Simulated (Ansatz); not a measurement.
The system is W.

```
CELL_PARAMETERS angstrom
0.00000 2.03000 2.03000
2.03000 0.00000 2.03000
2.03000 2.03000 0.00000
ATOMIC_POSITIONS crystal
W 0.00000 0.00000 0.00000
```

This isn't the form of W at room conditions, which is bcc.

- Program: Ansatz 0.2.0
- Task: relaxation of cell and atoms
- Functional: PBE
- Potentials or basis: Ansatz PAW
- Cutoff: 420 eV (not typed: the program's choice for these potentials)
- k mesh: 11 × 11 × 11
- Occupations: fermi-dirac, width 0.05 eV
- Spin: no spin polarisation

At the start: volume 16.73 Å³/atom.

Task: How do energy, volume and symmetry change on relaxing?

Result: It ends after 4 steps and the volume is 16.45 Å³/atom (-1.7 %); space group Fm-3m (No. 225, to 0.05 Å).

The path:
| step | energy change (eV) | largest force (eV/Å) | volume (Å³) |
| --- | --- | --- | --- |
| 1 | 0.0000 | 0.0000 | 16.73 |
| 2 | -0.0044 | 0.0000 | 16.47 |
| 3 | -0.0045 | 0.0000 | 16.45 |
| 4 | -0.0044 | 0.0000 | 16.45 |

Final structure:
```
W
1.0
     0.00000    2.01838    2.01838
     2.01838    0.00000    2.01838
     2.01838    2.01838    0.00000
W
1
Cartesian
  0.0000 0.0000 0.0000
```

Caveat: the plane-wave basis is chosen anew once the cell has moved, so the energies of steps on either side of that aren't comparable.
